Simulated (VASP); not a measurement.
**InPd in VASP: convergence with ENAUG**

Input of the first run (ENAUG 300); the others differ in this setting and in those tied to it:

File INCAR:

```
SYSTEM = InPd
ALGO = Fast
EDIFF = 1E-7
ENAUG = 300
ENCUT = 520
GGA = PE
ISIF = 2
ISMEAR = 1
LASPH = .True.
LCHARG = .False.
LREAL = .False.
LWAVE = .False.
NBANDS = 18
NELM = 100
PREC = Medium
SIGMA = 0.1
```

KPOINTS

```
k-points
0
Gamma
  6 6 6
  0 0 0
```

Contents of POSCAR:

```
InPd
1.0
    3.2718847800      0.0000000000      0.0000000000
    0.0000000000      3.2718847800      0.0000000000
    0.0000000000      0.0000000000      3.2718847800
In Pd
1 1
Direct
    0.0022650000     -0.0041320000      0.0005910000
    0.5016080000      0.5002480000      0.4982600000
```

Potentials or basis: VASP PAW PBE potentials, release 64 (In_d, Pd).

The run is started by

```sh
$ cat potpaw_PBE.64/In_d/POTCAR potpaw_PBE.64/Pd/POTCAR > POTCAR
$ mpirun -np 1 vasp_std > vasp.out
```

The cell isn't the ideal one: atoms moved at random, drawn with an rms of 0.02 Å.

The cell comes from a database or a generator and needn't be the stable form of this composition.

Hardware: 1 thread of Intel(R) Xeon(R) 6975P-C (Granite Rapids), with other jobs on the host.

| ENAUG | energy less the tightest run, at zero smearing (meV/atom) | largest force (eV/Å) | SCF cycles | CPU time (s) | peak memory (GiB) |
| --- | --- | --- | --- | --- | --- |
| 300 | 0.09 | 0.069 | 21 | 19 | 0.16 |
| 400 | 0.13 | 0.067 | 21 | 19 | 0.17 |
| 500 | 0.13 | 0.067 | 21 | 20 | 0.16 |
| 700 | -0.14 | 0.070 | 21 | 19 | 0.17 |
| 900 | -0.03 | 0.070 | 21 | 19 | 0.17 |
| 1200 | 0.01 | 0.069 | 21 | 19 | 0.17 |
| 1600 | 0.00 | 0.069 | 21 | 19 | 0.18 |

Against the tightest run, the energy stays within 1 meV/atom from 300 on; the largest force stays within 0.005 eV/Å from 300 on. The tightest run that finished is the yardstick and may itself not be fully converged.
